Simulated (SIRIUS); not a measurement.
# Hf (Pm-3m) in SIRIUS: notebook

Runs on Hf. Level: RPBE. Tasks: equation of state.

Everything below comes from runs of SIRIUS 7.12.0. Logs are shortened: lines on timing, memory, paths and dates and some standing lists are left out, and cuts for length are marked. The log counts tension as positive stress, the text compression.

**1. The structure**

The structure is cubic, space group Pm-3m (No. 221). The conventional cell has a = 2.914 Å, b = 2.914 Å, c = 2.914 Å, α = 90.00°, β = 90.00°, γ = 90.00°. Around Hf (site symmetry m-3m) lie 6 Hf at 2.91 Å.

The cell was built by a generator and needn't be a form met in nature.

**2. Equation of state, RPBE, 23.25 Å³/atom (volume scaled by 0.94)**

sirius.json

```json
{
  "control": {
    "processing_unit": "cpu",
    "std_evp_solver_name": "lapack",
    "gen_evp_solver_name": "lapack",
    "verbosity": 2,
    "print_forces": false,
    "ortho_rf": true,
    "use_second_variation": true,
    "rmt_max": 3.0,
    "num_bands_to_print": 21,
    "save_wf": true
  },
  "parameters": {
    "electronic_structure_method": "full_potential_lapwlo",
    "xc_functionals": ["XC_GGA_X_RPBE", "XC_GGA_C_PBE"],
    "core_relativity": "dirac",
    "valence_relativity": "iora",
    "num_fv_states": 21,
    "smearing": "fermi_dirac",
    "smearing_width": 0.0018374661,
    "pw_cutoff": 20,
    "gk_cutoff": 3.47,
    "lmax_apw": 11,
    "lmax_rho": 8,
    "lmax_pot": 8,
    "num_mag_dims": 0,
    "auto_rmt": 0,
    "ngridk": [9, 9, 9],
    "shiftk": [0, 0, 0],
    "num_dft_iter": 80,
    "energy_tol": 1e-07,
    "density_tol": 1e-05,
    "use_symmetry": true
  },
  "settings": {"tol_ne": 1e-10},
  "iterative_solver": {"type": "exact"},
  "mixer": {"type": "anderson", "beta": 0.5, "max_history": 8},
  "unit_cell": {
    "lattice_vectors": [[5.3938978108, 0.0, 0.0], [0.0, 5.3938978108, 0.0], [0.0, 0.0, 5.3938978108]],
    "atom_types": ["Hf"],
    "atom_files": {"Hf": "Hf.json"},
    "atoms": {"Hf": [[0.5, 0.5, 0.5]]}
  }
}
```

Hf.json

```json
{
  "name": "hafnium",
  "symbol": "Hf",
  "number": 72,
  "mass": 178.49,
  "rmin": 1e-06,
  "rmt": 2.65,
  "nrmt": 800,
  "rinf": 17.22,
  "core": "1s2s2p3s3p3d4s4p4d",
  "valence": [
    {"basis": [{"enu": 0.11, "dme": 0, "n": 0, "auto": 0}, {"enu": 0.11, "dme": 1, "n": 0, "auto": 0}]},
    {"l": 0, "n": 1, "basis": [{"enu": 0.21, "dme": 0, "n": 0, "auto": 0}]},
    {"l": 1, "n": 2, "basis": [{"enu": 0.21, "dme": 0, "n": 0, "auto": 0}]},
    {"l": 2, "n": 3, "basis": [{"enu": 0.21, "dme": 0, "n": 0, "auto": 0}]},
    {"l": 3, "n": 4, "basis": [{"enu": 0.21, "dme": 0, "n": 0, "auto": 0}]},
    {"l": 4, "n": 5, "basis": [{"enu": 0.21, "dme": 0, "n": 0, "auto": 0}]}
  ],
  "lo": [
    {"l": 0, "basis": [{"enu": 0.21, "dme": 0, "n": 0, "auto": 0}, {"enu": 0.21, "dme": 1, "n": 0, "auto": 0}]},
    {
      "l": 0,
      "basis": [{"enu": -2.1407, "dme": 0, "n": 5, "auto": 1}, {"enu": -2.1407, "dme": 1, "n": 5, "auto": 1}]
    },
    {
      "l": 0,
      "basis": [{"enu": -2.1407, "dme": 1, "n": 5, "auto": 1}, {"enu": 0.21, "dme": 0, "n": 0, "auto": 0}]
    },
    {"l": 0, "basis": [{"enu": 0.21, "dme": 0, "n": 0, "auto": 0}, {"enu": 2.4884, "dme": 0, "n": 0, "auto": 0}]},
    {"l": 1, "basis": [{"enu": 0.21, "dme": 0, "n": 0, "auto": 0}, {"enu": 0.21, "dme": 1, "n": 0, "auto": 0}]},
    {
      "l": 1,
      "basis": [{"enu": -0.993, "dme": 0, "n": 5, "auto": 1}, {"enu": -0.993, "dme": 1, "n": 5, "auto": 1}]
    },
    {"l": 1, "basis": [{"enu": -0.993, "dme": 1, "n": 5, "auto": 1}, {"enu": 0.21, "dme": 0, "n": 0, "auto": 0}]},
    {"l": 1, "basis": [{"enu": 0.21, "dme": 0, "n": 0, "auto": 0}, {"enu": 2.8301, "dme": 0, "n": 0, "auto": 0}]},
    {"l": 2, "basis": [{"enu": 0.21, "dme": 0, "n": 0, "auto": 0}, {"enu": 0.21, "dme": 1, "n": 0, "auto": 0}]},
    {"l": 2, "basis": [{"enu": 0.21, "dme": 1, "n": 0, "auto": 0}, {"enu": 0.21, "dme": 2, "n": 0, "auto": 0}]},
    {"l": 2, "basis": [{"enu": 0.21, "dme": 0, "n": 0, "auto": 0}, {"enu": 2.4314, "dme": 0, "n": 0, "auto": 0}]},
    {"l": 3, "basis": [{"enu": 0.21, "dme": 0, "n": 0, "auto": 0}, {"enu": 0.21, "dme": 1, "n": 0, "auto": 0}]},
    {
      "l": 3,
      "basis": [{"enu": -0.3173, "dme": 0, "n": 4, "auto": 1}, {"enu": -0.3173, "dme": 1, "n": 4, "auto": 1}]
    },
    {
      "l": 3,
      "basis": [{"enu": -0.3173, "dme": 1, "n": 4, "auto": 1}, {"enu": 0.21, "dme": 0, "n": 0, "auto": 0}]
    },
    {"l": 3, "basis": [{"enu": 0.21, "dme": 0, "n": 0, "auto": 0}, {"enu": 3.5137, "dme": 0, "n": 0, "auto": 0}]},
    {"l": 4, "basis": [{"enu": 0.21, "dme": 0, "n": 0, "auto": 0}, {"enu": 0.21, "dme": 1, "n": 0, "auto": 0}]},
    {"l": 4, "basis": [{"enu": 0.21, "dme": 0, "n": 0, "auto": 0}, {"enu": 2.9441, "dme": 0, "n": 0, "auto": 0}]}
  ],
  "free_atom": [... radial grid and density of the free atom, the start of the SCF ...]
}
```

sirius_start.json

```json
{
  "control": {
    "processing_unit": "cpu",
    "std_evp_solver_name": "lapack",
    "gen_evp_solver_name": "lapack",
    "verbosity": 1,
    "print_forces": false,
    "ortho_rf": true,
    "use_second_variation": true,
    "rmt_max": 3.0,
    "num_bands_to_print": 21,
    "save_wf": false
  },
  "parameters": {
    "electronic_structure_method": "full_potential_lapwlo",
    "xc_functionals": ["XC_LDA_X", "XC_LDA_C_PW"],
    "core_relativity": "dirac",
    "valence_relativity": "iora",
    "num_fv_states": 21,
    "smearing": "fermi_dirac",
    "smearing_width": 0.0055123983,
    "pw_cutoff": 20,
    "gk_cutoff": 2.78,
    "lmax_apw": 11,
    "lmax_rho": 8,
    "lmax_pot": 8,
    "num_mag_dims": 0,
    "auto_rmt": 0,
    "ngridk": [4, 4, 4],
    "shiftk": [0, 0, 0],
    "num_dft_iter": 30,
    "energy_tol": 0.01,
    "density_tol": 0.05,
    "use_symmetry": true
  },
  "settings": {"tol_ne": 1e-10},
  "iterative_solver": {"type": "exact"},
  "mixer": {"type": "anderson", "beta": 0.5, "max_history": 8},
  "unit_cell": {
    "lattice_vectors": [[5.3938978108, 0.0, 0.0], [0.0, 5.3938978108, 0.0], [0.0, 0.0, 5.3938978108]],
    "atom_types": ["Hf"],
    "atom_files": {"Hf": "Hf.json"},
    "atoms": {"Hf": [[0.5, 0.5, 0.5]]}
  }
}
```

Potentials or basis: all-electron FP-LAPW, apw+lo standard.

The run is started by

```bash
$ OMP_NUM_THREADS=1 sirius.scf --input=sirius_start.json --output=start.json
$ OMP_NUM_THREADS=1 sirius.scf --input=sirius.json --output=output.json --task=1
```

Output:

```text
[info] SIRIUS version : 7.12.0
[info] number of MPI ranks           : 1
[info] MPI grid                      : 1 1
[info] maximum number of OMP threads : 1
[fft] FFT context for density and potential
[fft] =====================================
[fft]   plane wave cutoff                     : 20
[fft]   grid size                             : 40 40 40   total : 64000
[fft]   grid limits                           : -19 20   -19 20   -19 20
[fft]   number of G-vectors within the cutoff : 21247
[fft]   number of G-shells                    : 596
[fft] FFT context for coarse grid
[fft] =====================================
[fft]   plane wave cutoff                     : 6.94
[fft]   grid size                             : 15 15 15   total : 3375
[fft]   grid limits                           : -7 7   -7 7   -7 7
[fft]   number of G-vectors within the cutoff : 895
[fft]   number of G-shells                    : 40
[unit cell] lattice vectors
[unit cell]   a1 :       5.3938978108      0.0000000000      0.0000000000
[unit cell]   a2 :       0.0000000000      5.3938978108      0.0000000000
[unit cell]   a3 :       0.0000000000      0.0000000000      5.3938978108
[unit cell] reciprocal lattice vectors
[unit cell]   b1 :       1.1648691776      0.0000000000      0.0000000000
[unit cell]   b2 :       0.0000000000      1.1648691776      0.0000000000
[unit cell]   b3 :       0.0000000000      0.0000000000      1.1648691776
[unit cell] unit cell volume :       156.93078350 [a.u.^3]
[unit cell] 1/sqrt(omega)    :         0.07982629
[unit cell] MT volume        :        77.95181491 (49.67%)
[unit cell] IT volume        :        78.97896858 (50.33%)
[unit cell] number of atom types : 1
[unit cell] type id : 0 symbol : Hf mt_radius :   2.650000 num_atoms : 1
[unit cell] total number of atoms : 1
[unit cell] number of symmetry classes : 1
[unit cell] atom id  type id  class id             position                      vector_field
[unit cell] ------------------------------------------------------------------------------------------
[unit cell]      0        0        0      0.50000   0.50000   0.50000      0.00000   0.00000   0.00000
[unit cell] atom id         position (Cartesian, a.u.)
[unit cell] ---------------------------------------------
[unit cell]      0       2.696949    2.696949    2.696949
[unit cell] class id : 0 atom id : 0
[unit cell] minimum bond length:     5.393898
[sym] space group number   : 221
[sym] international symbol : Pm-3m
[sym] Hall symbol          : -P 4 2 3
[sym] space group transformation matrix :
[... 286 lines left out ...]
[generate_radial_functions] {l: 1, n: 5, enu: -0.801572, dme: 1, auto: 1}
[generate_radial_functions] {l: 3, n: 4, enu: -0.116935, dme: 0, auto: 1}
[generate_radial_functions] {l: 3, n: 4, enu: -0.116935, dme: 1, auto: 1}
[generate_radial_functions] {l: 3, n: 4, enu: -0.116935, dme: 1, auto: 1}
[diagonalize] Lowest band energies
[diagonalize] ik:    0   -1.960970   -0.790675   -0.790675   -0.790675   -0.118368   -0.118368   -0.118368   -0.116549   -0.116337   -0.116337   -0.116337    0.058308    0.246258    0.246258    0.558433    0.558433    0.558433    0.794158    0.794158    0.794158    0.961629
[diagonalize] ik:    1   -1.960643   -0.795811   -0.790245   -0.790245   -0.118537   -0.118237   -0.118237   -0.116908   -0.116653   -0.116225   -0.116225    0.070773    0.249957    0.258359    0.533542    0.533542    0.560083    0.738306    0.824112    0.824112    0.985205
[diagonalize] ik:    2   -1.959812   -0.808350   -0.789147   -0.789147   -0.118901   -0.118149   -0.117923   -0.117923   -0.116815   -0.115834   -0.115834    0.103238    0.259831    0.288212    0.486583    0.486583    0.564416    0.664558    0.884641    0.884641    0.889852
[diagonalize] ik:    3   -1.958861   -0.821907   -0.787891   -0.787891   -0.119369   -0.119315   -0.117673   -0.117673   -0.116995   -0.115249   -0.115249    0.144991    0.272082    0.310606    0.446429    0.446429    0.569502    0.638668    0.818797    0.944456    0.944456
[diagonalize] ik:    4   -1.958238   -0.830400   -0.787068   -0.787068   -0.120098   -0.119581   -0.117557   -0.117557   -0.117125   -0.114825   -0.114825    0.180691    0.280807    0.304938    0.424351    0.424351    0.572908    0.670995    0.780367    0.938549    0.986333
[diagonalize] ...
[diagonalize] ik:   30   -1.954467   -0.822855   -0.822722   -0.799670   -0.118905   -0.118898   -0.118312   -0.116893   -0.116841   -0.116240   -0.115821    0.213932    0.319476    0.326568    0.380077    0.569413    0.584299    0.691694    0.693452    0.826843    1.002368
[diagonalize] ik:   31   -1.954759   -0.815065   -0.813850   -0.813850   -0.118306   -0.117875   -0.117821   -0.117821   -0.116929   -0.116929   -0.116541    0.237653    0.304901    0.304901    0.468188    0.468188    0.486693    0.694632    0.851397    0.851397    0.981238
[diagonalize] ik:   32   -1.954158   -0.822221   -0.813537   -0.812767   -0.118593   -0.118418   -0.117734   -0.117637   -0.116971   -0.116440   -0.116217    0.238847    0.283344    0.298692    0.471747    0.486148    0.595351    0.659982    0.745452    0.899466    0.986152
[diagonalize] ik:   33   -1.953561   -0.821103   -0.820975   -0.812071   -0.118724   -0.118331   -0.118328   -0.117405   -0.116499   -0.116459   -0.115965    0.234171    0.277699    0.280718    0.482962    0.590817    0.617657    0.624802    0.728692    0.822813    1.017599
[diagonalize] ik:   34   -1.952967   -0.820003   -0.819824   -0.819824   -0.118984   -0.118084   -0.118059   -0.118059   -0.116096   -0.116096   -0.116018    0.247849    0.256547    0.256547    0.574959    0.599616    0.599616    0.653693    0.752676    0.752676    1.022281
[generate_core_charge_density] atom class : 0
[generate_core_charge_density]   n,l,k : 1 0 1  energy :       -2395.75721971
[generate_core_charge_density]   n,l,k : 2 0 1  energy :        -409.04976259
[generate_core_charge_density]   n,l,k : 2 1 1  energy :        -390.58494820
[generate_core_charge_density]   n,l,k : 2 1 2  energy :        -346.78181087
[generate_core_charge_density]   n,l,k : 3 0 1  energy :         -92.81736208
[generate_core_charge_density]   n,l,k : 3 1 1  energy :         -84.64539907
[generate_core_charge_density]   n,l,k : 3 1 2  energy :         -75.25710899
[generate_core_charge_density]   n,l,k : 3 2 2  energy :         -61.45625494
[generate_core_charge_density]   n,l,k : 3 2 3  energy :         -59.40888214
[generate_core_charge_density]   n,l,k : 4 0 1  energy :         -18.30502023
[generate_core_charge_density]   n,l,k : 4 1 1  energy :         -14.95843076
[generate_core_charge_density]   n,l,k : 4 1 2  energy :         -12.81115569
[generate_core_charge_density]   n,l,k : 4 2 2  energy :          -7.31863394
[generate_core_charge_density]   n,l,k : 4 2 3  energy :          -6.92536468
[find] Total energy                   :  -15098.25121603 (Ha),  -30196.50243205 (Ry)
[find] iteration : 1, RMS (target) : 2.7894e-01 (1.0000e-05) , energy difference (target) : 5.6383e-05 (1.0000e-07)
[find] Total energy                   :  -15098.25126610 (Ha),  -30196.50253220 (Ry)
[... 21 lines left out ...]
[find] valence_eval_sum               :      -9.25796679
[find] core_eval_sum                  :   -9224.40466573
[find] kinetic energy                 :   16889.81247530
[find] enuc                           :  -18818.68346548
[find] <rho|V^{XC}>                   :    -405.49113381
[find] <rho|E^{XC}>                   :    -310.38829240
[find] <mag|B^{XC}>                   :       0.00000000
[find] <rho|V^{H}>                    :  -25717.98397400
[find] smearing (-TS)                 :      -0.00049722
[find] SCF correction                 :      -0.00000400
[find] Total energy                   :  -15098.25127359 (Ha),  -30196.50254717 (Ry)
[find] Free energy (E-TS)             :  -15098.25177081 (Ha),  -30196.50354162 (Ry)
[find] band gap (eV)                  :       0.00000000
[find] Efermi                         :       0.30998968
[find] iteration : 8, RMS (target) : 5.0278e-06 (1.0000e-05) , energy difference (target) : 3.0759e-09 (1.0000e-07)
[find] converged after 9 SCF iterations!
[find] Charges and magnetic moments
[find] --------------------------------------------------------------------------------
[find] atom      charge    core leakage
[find] --------------------------------------------------------------------------------
[find]    0   70.225393    1.052197e-06
[find] total core leakage    : 1.05219714e-06
[find] interstitial charge   : 1.774603
[find] total charge          : 71.999996
[find] Energy
[find] --------------------------------------------------------------------------------
[find] valence_eval_sum               :      -9.25796679
[find] core_eval_sum                  :   -9224.40466573
[find] kinetic energy                 :   16889.81247530
[find] enuc                           :  -18818.68346548
[find] <rho|V^{XC}>                   :    -405.49113381
[find] <rho|E^{XC}>                   :    -310.38829240
[find] <mag|B^{XC}>                   :       0.00000000
[find] <rho|V^{H}>                    :  -25717.98397400
[find] smearing (-TS)                 :      -0.00049722
[find] SCF correction                 :      -0.00000400
[find] Total energy                   :  -15098.25127359 (Ha),  -30196.50254717 (Ry)
[find] Free energy (E-TS)             :  -15098.25177081 (Ha),  -30196.50354162 (Ry)
[find] band gap (eV)                  :       0.00000000
[find] Efermi                         :       0.30998968
```

It took 38 s on 1 thread of Arm Neoverse V2, shared host; peak memory 0.33 GiB.

Results:

* Free energy: -410844.3606 eV
* Band gap on the k mesh: none (metal or under the smearing width)
* All electrons inside the program's atomic spheres: Hf 70.23 (radii Hf 2.65 bohr)

**3. Equation of state, RPBE, 23.75 Å³/atom (volume scaled by 0.96)**

Edit sirius.json of step 2 so:

```diff
@@ -39,3 +39,3 @@
   "unit_cell": {
-    "lattice_vectors": [[5.3938978108, 0.0, 0.0], [0.0, 5.3938978108, 0.0], [0.0, 0.0, 5.3938978108]],
+    "lattice_vectors": [[5.4318842582, 0.0, 0.0], [0.0, 5.4318842582, 0.0], [0.0, 0.0, 5.4318842582]],
     "atom_types": ["Hf"],
```

Hf.json

```json
{
  "name": "hafnium",
  "symbol": "Hf",
  "number": 72,
  "mass": 178.49,
  "rmin": 1e-06,
  "rmt": 2.65,
  "nrmt": 800,
  "rinf": 17.22,
  "core": "1s2s2p3s3p3d4s4p4d",
  "valence": [
    {"basis": [{"enu": 0.1, "dme": 0, "n": 0, "auto": 0}, {"enu": 0.1, "dme": 1, "n": 0, "auto": 0}]},
    {"l": 0, "n": 1, "basis": [{"enu": 0.2, "dme": 0, "n": 0, "auto": 0}]},
    {"l": 1, "n": 2, "basis": [{"enu": 0.2, "dme": 0, "n": 0, "auto": 0}]},
    {"l": 2, "n": 3, "basis": [{"enu": 0.2, "dme": 0, "n": 0, "auto": 0}]},
    {"l": 3, "n": 4, "basis": [{"enu": 0.2, "dme": 0, "n": 0, "auto": 0}]},
    {"l": 4, "n": 5, "basis": [{"enu": 0.2, "dme": 0, "n": 0, "auto": 0}]}
  ],
  "lo": [
    {"l": 0, "basis": [{"enu": 0.2, "dme": 0, "n": 0, "auto": 0}, {"enu": 0.2, "dme": 1, "n": 0, "auto": 0}]},
    {
      "l": 0,
      "basis": [{"enu": -2.1507, "dme": 0, "n": 5, "auto": 1}, {"enu": -2.1507, "dme": 1, "n": 5, "auto": 1}]
    },
    {"l": 0, "basis": [{"enu": -2.1507, "dme": 1, "n": 5, "auto": 1}, {"enu": 0.2, "dme": 0, "n": 0, "auto": 0}]},
    {"l": 0, "basis": [{"enu": 0.2, "dme": 0, "n": 0, "auto": 0}, {"enu": 2.4784, "dme": 0, "n": 0, "auto": 0}]},
    {"l": 1, "basis": [{"enu": 0.2, "dme": 0, "n": 0, "auto": 0}, {"enu": 0.2, "dme": 1, "n": 0, "auto": 0}]},
    {
      "l": 1,
      "basis": [{"enu": -1.003, "dme": 0, "n": 5, "auto": 1}, {"enu": -1.003, "dme": 1, "n": 5, "auto": 1}]
    },
    {"l": 1, "basis": [{"enu": -1.003, "dme": 1, "n": 5, "auto": 1}, {"enu": 0.2, "dme": 0, "n": 0, "auto": 0}]},
    {"l": 1, "basis": [{"enu": 0.2, "dme": 0, "n": 0, "auto": 0}, {"enu": 2.8201, "dme": 0, "n": 0, "auto": 0}]},
    {"l": 2, "basis": [{"enu": 0.2, "dme": 0, "n": 0, "auto": 0}, {"enu": 0.2, "dme": 1, "n": 0, "auto": 0}]},
    {"l": 2, "basis": [{"enu": 0.2, "dme": 1, "n": 0, "auto": 0}, {"enu": 0.2, "dme": 2, "n": 0, "auto": 0}]},
    {"l": 2, "basis": [{"enu": 0.2, "dme": 0, "n": 0, "auto": 0}, {"enu": 2.4214, "dme": 0, "n": 0, "auto": 0}]},
    {"l": 3, "basis": [{"enu": 0.2, "dme": 0, "n": 0, "auto": 0}, {"enu": 0.2, "dme": 1, "n": 0, "auto": 0}]},
    {
      "l": 3,
      "basis": [{"enu": -0.3273, "dme": 0, "n": 4, "auto": 1}, {"enu": -0.3273, "dme": 1, "n": 4, "auto": 1}]
    },
    {"l": 3, "basis": [{"enu": -0.3273, "dme": 1, "n": 4, "auto": 1}, {"enu": 0.2, "dme": 0, "n": 0, "auto": 0}]},
    {"l": 3, "basis": [{"enu": 0.2, "dme": 0, "n": 0, "auto": 0}, {"enu": 3.5037, "dme": 0, "n": 0, "auto": 0}]},
    {"l": 4, "basis": [{"enu": 0.2, "dme": 0, "n": 0, "auto": 0}, {"enu": 0.2, "dme": 1, "n": 0, "auto": 0}]},
    {"l": 4, "basis": [{"enu": 0.2, "dme": 0, "n": 0, "auto": 0}, {"enu": 2.9341, "dme": 0, "n": 0, "auto": 0}]}
  ],
  "free_atom": [... radial grid and density of the free atom, the start of the SCF ...]
}
```

Edit sirius_start.json of step 2 so:

```diff
@@ -39,3 +39,3 @@
   "unit_cell": {
-    "lattice_vectors": [[5.3938978108, 0.0, 0.0], [0.0, 5.3938978108, 0.0], [0.0, 0.0, 5.3938978108]],
+    "lattice_vectors": [[5.4318842582, 0.0, 0.0], [0.0, 5.4318842582, 0.0], [0.0, 0.0, 5.4318842582]],
     "atom_types": ["Hf"],
```

Potentials or basis: all-electron FP-LAPW, apw+lo standard.

The run is started by

```bash
$ OMP_NUM_THREADS=1 sirius.scf --input=sirius_start.json --output=start.json
$ OMP_NUM_THREADS=1 sirius.scf --input=sirius.json --output=output.json --task=1
```

Wall time 38 s (1 thread of Arm Neoverse V2, shared host); peak memory 0.34 GiB.

The run converged. Its results:

```
Free energy                                       : -410844.3811 eV
Band gap on the k mesh                            : none (metal or under the smearing width)
All electrons inside the program's atomic spheres : Hf 70.19 (radii Hf 2.65 bohr)
```

[end of part 1 of 3]
